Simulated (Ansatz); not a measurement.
**ZnO: how settings move the results**

This session on ZnO sets out to relax the cell with several choices of k mesh.

Method: DFT PBE, scalar-relativistic, plane waves, PAW, in Ansatz 0.2.0.

## Step 1: The starting structure

It takes space group P4_2/mnm (No. 136, tetragonal). The conventional cell has a = 5.518 Å, b = 5.518 Å, c = 3.259 Å, α = 90.00°, β = 90.00°, γ = 90.00°. Zn (site symmetry m2m) has 4 O at 1.94 to 2.01 Å as nearest neighbours. O (site symmetry m2m) has 4 Zn at 1.94 to 2.01 Å as nearest neighbours.

Coordinates:

```cif
data_structure
_symmetry_space_group_name_H-M 'P 1'
_symmetry_Int_Tables_number 1
_cell_length_a 5.5176
_cell_length_b 5.5176
_cell_length_c 3.2588
_cell_angle_alpha 90.000
_cell_angle_beta 90.000
_cell_angle_gamma 90.000
_cell_volume 99.21
loop_
_atom_site_label
_atom_site_type_symbol
_atom_site_fract_x
_atom_site_fract_y
_atom_site_fract_z
_atom_site_occupancy
Zn1 Zn 0.18197 0.18197 0.50000 1
Zn2 Zn 0.81803 0.81803 0.50000 1
Zn3 Zn 0.68197 0.31803 0.00000 1
Zn4 Zn 0.31803 0.68197 0.00000 1
O1 O 0.81725 0.18275 0.50000 1
O2 O 0.18275 0.81725 0.50000 1
O3 O 0.68275 0.68275 0.00000 1
O4 O 0.31725 0.31725 0.00000 1
```

Source of the structure: the Materials Project (structure only). It is taken as it stands there.

## Step 2: The base run, which the others are set against

Contents of input.yaml:

```yaml
crystal:
  lattice:
    - [5.51757007, 0.0, 0.0]
    - [0.0, 5.51757007, 0.0]
    - [0.0, 0.0, 3.25877877]
  atoms:
    - { symbol: Zn, position: [0.18197284, 0.18197284, 0.5] }
    - { symbol: Zn, position: [0.81802716, 0.81802716, 0.5] }
    - { symbol: Zn, position: [0.68197284, 0.31802716, 0.0] }
    - { symbol: Zn, position: [0.31802716, 0.68197284, 0.0] }
    - { symbol: O, position: [0.81724723, 0.18275277, 0.5] }
    - { symbol: O, position: [0.18275277, 0.81724723, 0.5] }
    - { symbol: O, position: [0.68275277, 0.68275277, 0.0] }
    - { symbol: O, position: [0.31724723, 0.31724723, 0.0] }
basis:
  ecutwfc: 420
kpoints:
  mp_grid: { grid: [6, 6, 8] }
hamiltonian:
  xc: pbe
scf:
  occupations: { method: gaussian, width: 0.02 }
output:
  forces: true
  stress: true
  eigenvalues: true
  populations: true
  write_density: true
  write_potential: true
  elf: true
  volumetric_format: npy
```

Its results, from an earlier run: -1943.3933 eV/atom at zero smearing, pressure 5.01 GPa, largest force 0.035 eV/Å, gap on the mesh 0.81 eV, in 7 SCF cycles and 15 s.

## Step 3: Relaxation, k mesh: 1×1×1

Contents of input.yaml:

```yaml
crystal:
  lattice:
    - [5.51757007, 0.0, 0.0]
    - [0.0, 5.51757007, 0.0]
    - [0.0, 0.0, 3.25877877]
  atoms:
    - { symbol: Zn, position: [0.18197284, 0.18197284, 0.5] }
    - { symbol: Zn, position: [0.81802716, 0.81802716, 0.5] }
    - { symbol: Zn, position: [0.68197284, 0.31802716, 0.0] }
    - { symbol: Zn, position: [0.31802716, 0.68197284, 0.0] }
    - { symbol: O, position: [0.81724723, 0.18275277, 0.5] }
    - { symbol: O, position: [0.18275277, 0.81724723, 0.5] }
    - { symbol: O, position: [0.68275277, 0.68275277, 0.0] }
    - { symbol: O, position: [0.31724723, 0.31724723, 0.0] }
basis:
  ecutwfc: 420
kpoints:
  mp_grid: { grid: [1, 1, 1] }
hamiltonian:
  xc: pbe
scf:
  occupations: { method: gaussian, width: 0.02 }
output:
  forces: true
  stress: true
  eigenvalues: true
relax:
  adjacent_minimum: "off"
  f_tol: 0.01
  max_steps: 60
  cell: { stress_tol: 0.05 }
```

On the command line:

```sh
$ ansatz run input.yaml --threads 2 --pin off --max-ram 5120MiB --backend cpu --events-out ev --progress --plain --runs-dir out
```

## Step 4: Relaxing with k mesh 1×1×2

Changes to input.yaml since step 3:

```diff
@@ -17,3 +17,3 @@
 kpoints:
-  mp_grid: { grid: [1, 1, 1] }
+  mp_grid: { grid: [1, 1, 2] }
 hamiltonian:
```

## Step 5: Relaxation, k mesh: 2×2×4

Changes to input.yaml since step 4:

```diff
@@ -17,3 +17,3 @@
 kpoints:
-  mp_grid: { grid: [1, 1, 2] }
+  mp_grid: { grid: [2, 2, 4] }
 hamiltonian:
```

## Step 6: Relaxing with k mesh 4×4×4

Changes to input.yaml since step 5:

```diff
@@ -17,3 +17,3 @@
 kpoints:
-  mp_grid: { grid: [2, 2, 4] }
+  mp_grid: { grid: [4, 4, 4] }
 hamiltonian:
```

## Step 7: Relaxing with k mesh 4×4×6

Changes to input.yaml since step 6:

```diff
@@ -17,3 +17,3 @@
 kpoints:
-  mp_grid: { grid: [4, 4, 4] }
+  mp_grid: { grid: [4, 4, 6] }
 hamiltonian:
```

## Step 8: Relaxing with k mesh 4×4×8

Changes to input.yaml since step 7:

```diff
@@ -17,3 +17,3 @@
 kpoints:
-  mp_grid: { grid: [4, 4, 6] }
+  mp_grid: { grid: [4, 4, 8] }
 hamiltonian:
```

(Steps that only read results are left out.)

Q: Predict the outcome of the series: the values and the trend.

As calculated:

| quantity | value |
| --- | --- |
| relaxed volume by k mesh (Å³/atom) | 1×1×1: 13.68; 1×1×2: 9.51; 2×2×4: 12.89; 4×4×4: 12.89; 4×4×6: 12.89; 4×4×8: 12.89; 6×6×8: 12.89 |

In words: The relaxed volumes span 43.8 %. From 2×2×4 on the volume holds to 0.5 %, at 0.21 of the time of the best run. A mesh shows the true gap only if it holds both band edges, so a denser mesh can show a larger one. Spin polarisation is off in the runs that give these values; a magnetic solution could lie lower.
